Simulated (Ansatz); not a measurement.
# Transmission past a defect: Mo wire along [110], 5 atoms a period, F placed on top of one Mo, part 2 of 3

Wanted: the relaxed defect and the transmission past it, beside the channels of the perfect wire.

Ansatz 0.2.0; DFT PBE, plane waves, PAW; relaxation of a wire's period (the session's first sound run).

So far. Step 2 (The relaxed wire): The cell's length comes to 4.108 Å with spin left out.

**3. The perfect wire**

This step: DFT PBE, plane waves, PAW; channels and complex bands of a perfect wire (Ansatz 0.2.0).

At the relaxed period the Bloch states of the perfect wire are found at each energy: those that move forward count the open channels, and those that decay describe how a disturbance dies away inside the wire itself. An energy step of 0.05 eV is too coarse for the program's thermal average, and saves time.

File input.yaml:

```yaml
crystal:
  lattice:
    - [9.96, 0.0, 0.0]
    - [0.0, 9.034, 0.0]
    - [0.0, 0.0, 4.1080346944]
  atoms:
    - { symbol: Mo, position: [0.443849501, 0.43785336, 0.0] }
    - { symbol: Mo, position: [0.686571965, 0.450187027, 0.0] }
    - { symbol: Mo, position: [0.361331984, 0.559431601, 0.5] }
    - { symbol: Mo, position: [0.591634186, 0.599845179, 0.5] }
    - { symbol: Mo, position: [0.575246902, 0.329140089, 0.5] }
kpoints:
  mp_grid: { grid: [1, 1, 20] }
scf:
  occupations: { method: fermi_dirac, width: 0.05 }
hamiltonian:
  xc: pbe
output:
  transmission:
    e_range: [-1.5, 1.5]
    de: 0.05
    kmesh: [1, 1]
    reduced_basis: true
    leads: [[0, 0]]
basis:
  ecutwfc: "340 eV"
```

Command:

```sh
ansatz run input.yaml --threads 4 --pin off --max-ram 16384MiB --backend cpu --events-out ev --progress --plain --runs-dir out
```

Numbers of over 12 decimals in the logs are rounded to 6 here.

Output:

```text
Warning: basis.ecutwfc = 340 eV is below the records' recommended 420 eV, and the density's cutoff is lower with it unless basis.ecutrho_ratio is high enough to keep the records' density cutoff: compare with a run at a higher cutoff
[...]
Crystal: 5 atoms, lattice volume = 369.635 Å³
Basis set: ecut = 340 eV, 5239 PW (Γ)
Bands: 42, of which v1, the nominal top of the filled ones, is band 35 counted from 1 (34 counted from 0)
Symmetry: 2 space group operations
[...]
k-points: 11 of 20
[...]
SCF iter   1: F=—  HF=-24767.879000 eV  |F-HF|=—  |Δ(HF+E_count)|=         —  Δρ=8.16e-3  dr2=3.43e-1  ethr=1.77e-3  ⟨swp⟩=8.3  Hψ=2132  notcnv=0
[...]
SCF iter  11: F=-24767.855046 eV  HF=-24767.855046 eV  |F-HF|=1.44e-9  |Δ(HF+E_count)|=   6.29e-9  Δρ=1.42e-6  dr2=1.36e-8  ethr=1.43e-10  ⟨swp⟩=4.3  Hψ=1046  notcnv=0
SCF 1 converged in 11 iterations: F = -24767.855046 eV  dr2 = 1.36e-8
[...]
transmission: 5 of 30 steps passed
transmission: 10 of 30 steps passed
[...]
transmission: 30 of 30 steps passed
SCF converged after 11 iterations
Free energy (F): -24767.855046 eV
[...]
Internal energy: -24767.781377 eV  (E = F + TS)
E sigma→0 (E₀):  -24767.818212 eV
Entropy (-TS):   -0.073669 eV (-14.734 meV/atom)
Fermi energy:    1.693587 eV
[...]
--- Band table (eV; the first three rows and the last of 11) ---
  k-point 0: bands = [... 31 lower, 0.1756, 1.1054, 1.3387, 1.3706, 1.7324, 2.1735, 2.5226, 2.6377, ... 3 higher]
  k-point 1: bands = [... 31 lower, 0.2256, 1.0990, 1.2743, 1.4325, 1.7503, 2.1593, 2.5151, 2.6373, ... 3 higher]
  k-point 2: bands = [... 31 lower, 0.4586, 1.0121, 1.2395, 1.5682, 1.7614, 2.1155, 2.4879, 2.6621, ... 3 higher]
  k-point 10: bands = [... 31 lower, 0.5352, 0.9530, 1.1338, 1.5235, 1.7141, 2.1321, 2.3221, 2.7819, ... 3 higher]
--- Transmission ---
  basis      : 639 plane waves across, 5 finite elements along
  points     : 1, standing for a mesh of 1 x 1
  energies   : 61 from -1.500000 to 1.500000 eV about the Fermi level, 0.050000 eV apart; the leads are filled to 0.000000 eV, and channels, transmission and decay are at 0.000000 eV
  crystal 0  : Mo5, at the sites [0, 0], period 4.1080 Å: whole cells are its period
    offset         : up to 0.0000 Å between an atom of the period and one for which it stands
    channels       : 4.000000e0 a spin
    conductance    : none, the energies end too early or step too widely for 300 K: set another output.transmission.e_range or a lower de, or, where they end at an eighth of basis.ecutwfc, a higher one
```

Run time: 49 s. Hardware: 4 threads of Arm Neoverse V1, shared host; peak memory 1.1 GiB.

In the SCF lines HF is the Harris–Foulkes energy and dr2 the Hartree energy of the density residual, in eV; the loop may stop once dr2 is under the threshold and the program's other checks hold. Hψ counts applications of the Hamiltonian.

This step gave:

```
energy at zero smearing                                  : -24767.8182 eV
channels at the energy nearest the Fermi level, one spin : 4
band gap                                                 : 0 eV
```

The open channels of the lead, one spin by energy, zero at the Fermi level:

```
energy (eV)  open channels of the lead, one spin
      -1.50                                    5
      -1.40                                    4
      -1.35                                    3
      -1.25                                    3
      -1.20                                    3
      -1.10                                    2
      -1.00                                    0
      -0.95                                    0
      -0.85                                    0
      -0.75                                    2
      -0.70                                    3
      -0.60                                    3
      -0.55                                    3
      -0.45                                    5
      -0.35                                    2
      -0.30                                    3
      -0.20                                    5
      -0.10                                    4
      -0.05                                    4
       0.00                                    4
       0.05                                    4
       0.10                                    2
       0.20                                    2
       0.30                                    2
       0.35                                    0
       0.45                                    3
       0.55                                    0
       0.60                                    0
       0.70                                    1
       0.75                                    1
       0.85                                    0
       0.95                                    1
       1.00                                    1
       1.10                                    2
       1.20                                    2
       1.25                                    0
       1.35                                    3
       1.40                                    3
       1.50                                    2
```

The slowest values at each energy, most degenerate partners merged, listed up to 1.5 1/Å. Table of Im kz of the slowest decaying states by energy, zero at the Fermi level:

```
energy (eV)  decay 1 (Å⁻¹)  decay 2 (Å⁻¹)  decay 3 (Å⁻¹)  decay 4 (Å⁻¹)
      -1.50         0.0243          0.151          0.409          0.435
      -1.35         0.0297          0.134          0.187          0.412
      -1.20          0.113          0.197          0.207          0.413
      -1.05         0.0349         0.0706          0.122          0.147
      -0.90         0.0518         0.0772          0.182          0.208
      -0.75         0.0116          0.157          0.239          0.332
      -0.60         0.0243         0.0787          0.260          0.312
      -0.45          0.162          0.275          0.297          0.317
      -0.30         0.0529         0.0862          0.270          0.273
      -0.15          0.107          0.107          0.178          0.286
       0.00         0.0792         0.0848          0.169          0.287
       0.15          0.116          0.140          0.181          0.285
       0.30          0.117          0.163          0.171          0.219
       0.45         0.0987          0.142          0.161          0.165
       0.60         0.0454          0.131          0.149          0.150
       0.75          0.109          0.153          0.155          0.169
       0.90         0.0926          0.115          0.154          0.183
       1.05         0.0911          0.117          0.126          0.133
       1.20         0.0628          0.117          0.159          0.182
       1.35         0.0929          0.158          0.212          0.240
       1.50         0.0335         0.0371         0.0439          0.182
```

At the computed energy nearest the Fermi level there are 4 channels a spin.

**4. Relaxation of the scattering region**

This step: DFT PBE, plane waves, PAW; relaxation of a junction in a wire, ends held (Ansatz 0.2.0).

System of this step: Mo wire along [110], 5 atoms a period, F placed on top of one Mo. The cell holds 36 atoms: 35 Mo and 1 F. Its edges and angles: a = 9.960 Å, b = 9.034 Å, c = 28.756 Å, α = 90.0°, β = 90.0°, γ = 90.0°. Regions: held atoms, 20 atoms (20 Mo); free atoms, 16 atoms (15 Mo and 1 F). Vacuum lies along a and b. The structure's axis is c.

16 atoms at the defect are free to relax, while 20 stay where the perfect wire has them, so that the ends still repeat as a lead. The cutoff is set under the files' recommended one to save time.

File input.yaml:

```yaml
crystal:
  lattice:
    - [9.96, 0.0, 0.0]
    - [0.0, 9.034, 0.0]
    - [0.0, 0.0, 28.7562428606]
  atoms:
    - { symbol: Mo, position: [0.443849501, 0.43785336, 0.0] }
    - { symbol: Mo, position: [0.686571965, 0.450187027, 0.0] }
    - { symbol: Mo, position: [0.361331984, 0.559431601, 0.071428571] }
    - { symbol: Mo, position: [0.591634186, 0.599845179, 0.071428571] }
    - { symbol: Mo, position: [0.575246902, 0.329140089, 0.071428571] }
    - { symbol: Mo, position: [0.443849501, 0.43785336, 0.142857143] }
    - { symbol: Mo, position: [0.686571965, 0.450187027, 0.142857143] }
    - { symbol: Mo, position: [0.361331984, 0.559431601, 0.214285714] }
    - { symbol: Mo, position: [0.591634186, 0.599845179, 0.214285714] }
    - { symbol: Mo, position: [0.575246902, 0.329140089, 0.214285714] }
    - { symbol: Mo, position: [0.443849501, 0.43785336, 0.285714286] }
    - { symbol: Mo, position: [0.686571965, 0.450187027, 0.285714286] }
    - { symbol: Mo, position: [0.361331984, 0.559431601, 0.357142857] }
    - { symbol: Mo, position: [0.591634186, 0.599845179, 0.357142857] }
    - { symbol: Mo, position: [0.575246902, 0.329140089, 0.357142857] }
    - { symbol: Mo, position: [0.443849501, 0.43785336, 0.428571429] }
    - { symbol: Mo, position: [0.686571965, 0.450187027, 0.428571429] }
    - { symbol: Mo, position: [0.361331984, 0.559431601, 0.5] }
    - { symbol: Mo, position: [0.591634186, 0.599845179, 0.5] }
    - { symbol: Mo, position: [0.575246902, 0.329140089, 0.5] }
    - { symbol: Mo, position: [0.443849501, 0.43785336, 0.571428571] }
    - { symbol: Mo, position: [0.686571965, 0.450187027, 0.571428571] }
    - { symbol: Mo, position: [0.361331984, 0.559431601, 0.642857143] }
    - { symbol: Mo, position: [0.591634186, 0.599845179, 0.642857143] }
    - { symbol: Mo, position: [0.575246902, 0.329140089, 0.642857143] }
    - { symbol: Mo, position: [0.443849501, 0.43785336, 0.714285714] }
    - { symbol: Mo, position: [0.686571965, 0.450187027, 0.714285714] }
    - { symbol: Mo, position: [0.361331984, 0.559431601, 0.785714286] }
    - { symbol: Mo, position: [0.591634186, 0.599845179, 0.785714286] }
    - { symbol: Mo, position: [0.575246902, 0.329140089, 0.785714286] }
    - { symbol: Mo, position: [0.443849501, 0.43785336, 0.857142857] }
    - { symbol: Mo, position: [0.686571965, 0.450187027, 0.857142857] }
    - { symbol: Mo, position: [0.361331984, 0.559431601, 0.928571429] }
    - { symbol: Mo, position: [0.591634186, 0.599845179, 0.928571429] }
    - { symbol: Mo, position: [0.575246902, 0.329140089, 0.928571429] }
    - { symbol: F, position: [0.591634186, 0.833407278, 0.5], spin: 0.4 }
magnetization:
  spin_polarized: true
kpoints:
  mp_grid: { grid: [1, 1, 1] }
scf:
  occupations: { method: fermi_dirac, width: 0.1 }
hamiltonian:
  xc: pbe
relax:
  constraints:
    - { sites: [0, 1, 2, 3, 4, 5, 6, 7, 8, 9, 25, 26, 27, 28, 29, 30, 31, 32, 33, 34] }
  f_tol: 0.07
  max_steps: 30
basis:
  ecutwfc: "340 eV"
```

Output:

```text
Warning: basis.ecutwfc = 340 eV is below the records' recommended 420 eV, and the density's cutoff is lower with it unless basis.ecutrho_ratio is high enough to keep the records' density cutoff: compare with a run at a higher cutoff
Warning: crystal.symmetry: narrowed to the stabiliser of the relax constraints — unitary ops 2 → 1; lowered at sites 10, 11, 25, 26 (the operations that carried what is held of a site onto what its image site leaves free; the constrained walk keeps no symmetry that its constraints do not admit)
Engine: ansatz 0.2.0, aarch64-unknown-linux-gnu
Pseudopotentials: kind: paw
Pseudopotential: Mo, paw, valence charge 14, recommended cutoff 420 eV (normal), Mo.paw.azcp
Pseudopotential: F, paw, valence charge 7, recommended cutoff 420 eV (normal), F.paw.azcp
Functional definition: PBE
  parameter kappa = 0.804
  parameter beta = 0.066725
  exchange = pbe_x(kappa = kappa, mu = beta*pi^2/3)
  correlation = pbe_c(beta = beta)
Crystal: 36 atoms, lattice volume = 2587.448 Å³
Basis set: ecut = 340 eV, 36869 PW (Γ), exchange–correlation on 120×120×360 points (8 copies of the dense FFT grid, shifted against one another)
Bands: 299, of which v1, the nominal top of the filled ones, is band 249 counted from 1 (248 counted from 0)
Symmetry: 1 space group operations
k-points: 1
Non-local potential: Mo, projectors of the file, l = 0: 3, l = 1: 2, l = 2: 2, l = 3: 1
Non-local potential: F, projectors of the file, l = 0: 2, l = 1: 2, l = 2: 1
PAW form: soft (Blöchl's): semilocal exchange-correlation on the pseudo side does not see the compensation charge
PAW one-centre angular grid: Mo, 590 points (default); XC on 64 Gauss nodes
PAW one-centre angular grid: F, 110 points (default); XC on 64 Gauss nodes
Initial density: superposition of atomic densities (neutral atoms: chi_scale 0, normalization atom)
Starting moments: Σ|m| = 0.4 μB on 1 of 36 sites
Initial wavefunctions: pseudopotential atomic-orbital guess
Functional: x = pbe(κ = 0.804, μ = 0.219515), c = pbe(β = 0.066725)
SCF iter   1: F=—  HF=-174224.573682 eV  |F-HF|=—  |Δ(HF+E_count)|=         —  Δρ=2.48e-2 (↑2.39e-2 ↓2.48e-2)  dr2=1.70e2  dr2_m=1.38e-1  M=0.031 μB ∫|m|=0.115 μB  β_m=0.30  ethr=3.10e-3  ⟨swp⟩=8.0  Hψ=2451  notcnv=0
Mixer restart at iter 1: flushing history
preconditioner: auto → LDOS  [metal: Δε(μ)=0.119 eV  Ē_g=3.962 eV  σ=0.100 eV  W_gap=0.27  n_scr=392 (ndim 8)  ℏωp=10.7 eV  f_vac=0.564  D(μ)=35.40/eV (n_scr^D=174)]
spin=Collinear: LDOS preconditioning applied to the charge; magnetization (m = ρ↑ − ρ↓) channel mixes plain (no charge-response kernel on spin).
SCF iter   2: F=—  HF=-174190.988168 eV  |F-HF|=—  |Δ(HF+E_count)|=    3.36e1  Δρ=1.33e-2 (↑1.29e-2 ↓1.33e-2)  dr2=2.93e1  dr2_m=7.76e-2  M=0.029 μB ∫|m|=0.095 μB  β_m=0.39  ethr=3.10e-3  ⟨swp⟩=5.0  Hψ=1410  notcnv=0
[...]
relax step  25: F+E_penalty+E_count = -174187.15394382 eV  Δ(F+E_penalty+E_count) = -6.960e-3 eV  max|allowed force component| = 1.171e-1 eV/Å  Δτ_max = 0.0451 Å  (7 SCF iters, dr2 threshold 9.75e-6 eV, accepted)
relax step  30: F+E_penalty+E_count = -174187.21721506 eV  Δ(F+E_penalty+E_count) = -2.676e-2 eV  max|allowed force component| = 2.532e-1 eV/Å  Δτ_max = 0.0761 Å  (10 SCF iters, accepted)
Step failed. What follows is not a result of the run: it is the report of the last solve that finished, which converged after 10 SCF iterations.
Magnetization: 0.0000 μB (248.5000 up, 248.5000 down)
Absolute magnetization: 0.0003 μB (∫|ρ↑−ρ↓|, with the PAW one-centre terms)
Spin contamination: 0.0000 ħ² per cell (⟨S²⟩ above its minimum at these occupations)
Per-site moments (μB) at R_I (Å): [(-2.823898482055397e-6, 0.998284), (6.573698328251129e-7, 0.998284), (-1.8377201305050844e-6, 0.958107), (-7.250967766699913e-7, 0.958107), (-3.4859354431619657e-6, 1.011034), (3.082400384806407e-6, 0.998284), (-1.563733416821918e-6, 0.998284), (-2.302142084978985e-6, 0.958107), (1.6518284283580823e-6, 0.958107), (-1.0420924487085584e-6, 1.011034), (1.5901343831852203e-5, 0.963803), [...]
Free energy (F): -174187.217215 eV
Harris-Foulkes:  -174187.217215 eV  (|F-HF|=1.58e-8)
Internal energy: -174185.702094 eV  (E = F + TS)
E sigma→0 (E₀):  -174186.459655 eV
Entropy (-TS):   -1.515121 eV (-42.087 meV/atom)
Fermi energy:    1.752985 eV
--- Per-component energies (eV) ---
  E_band       = -11286.820803
  E_kinetic    = 15636.301596
  E_local      = -149279.727410  (includes V_loc(G=0)·N_el)
  E_nonlocal   = 5192.559821
  E_hartree    = 65169.060842
  E_xc         = -6426.543240
  E_vxc        = -8013.031459  (∫ρ·V_xc dr)
  E_paw        = -112283.554169  (= ΣΔE_a)
  E_vpaw       = -5161.058463  (= ΣTr[D̂ρ^β])
  E_aug_tail   = 0.009903  (compensation charges beyond the density's cutoff)
  E_ewald      = 7806.190563
  E_smearing   = -1.515121  (= −TS)
  E_closure    = 0.000000  (closes the sum)
  Σ components = -174187.217215   (vs F -174187.217215, Δ=0.00e0)
--- Forces (eV/Å), atoms counted from 1 ---
  atom   1  Mo     0.12131308    -0.01662626    -0.01343552
  atom   2  Mo    -0.03778707     0.02963654     0.01811676
  atom   3  Mo    -0.04088575     0.07182065     0.01635547
  atom   4  Mo    -0.07761492    -0.02233421    -0.01681144
  atom   5  Mo     0.01713160     0.02414066    -0.00783856
  atom   6  Mo    -0.08727189     0.01633244     0.34959286
  atom   7  Mo     0.01842798    -0.08057724     0.10075788
  atom   8  Mo    -0.14322213    -0.16349811     0.15485766
[...]
atom  33  Mo    -0.03230755     0.04864564    -0.06402765
  atom  34  Mo    -0.04946980     0.01479503     0.02291480
  atom  35  Mo    -0.04354303     0.00194323    -0.01174461
  atom  36  F      0.01494968     0.05416696     0.02694074
  max |Σ_I F_I| component: 1.24e-4 eV/Å
End of that report.
Error: geometry relaxation did not converge after 30 steps: max|allowed force component| = 2.53e-1 eV/Å (threshold 7.0e-2). Raise `relax.max_steps` over both its present limit and 30, loosen `relax.f_tol`, or start from a geometry closer to equilibrium. Where this run's directory can be resumed (`checkpoint.write`), a resume goes on for up to `relax.max_steps` more
```

It took 14 min on 4 threads; peak memory 3 GiB.

The run stopped without converging, so none of its numbers is a property of the system.

The program's message: “Error: geometry relaxation did not converge after 30 steps: max|allowed force component| = 2.53e-1 eV/Å (threshold 7.0e-2). Raise `relax.max_steps` over both its present limit and 30, loosen `relax.f_ …”

(Continued in part 3 of 3.)

[Logs are printed without paths, hosts, clocks, repeated set-up lines and the standing remarks that a program may print on its own settings, such as how far it seeks lower states.]

[Hosts, paths, dates, database ids (printed as entryN), source tags and the programs' standing remarks are cut or masked in the printed files.]
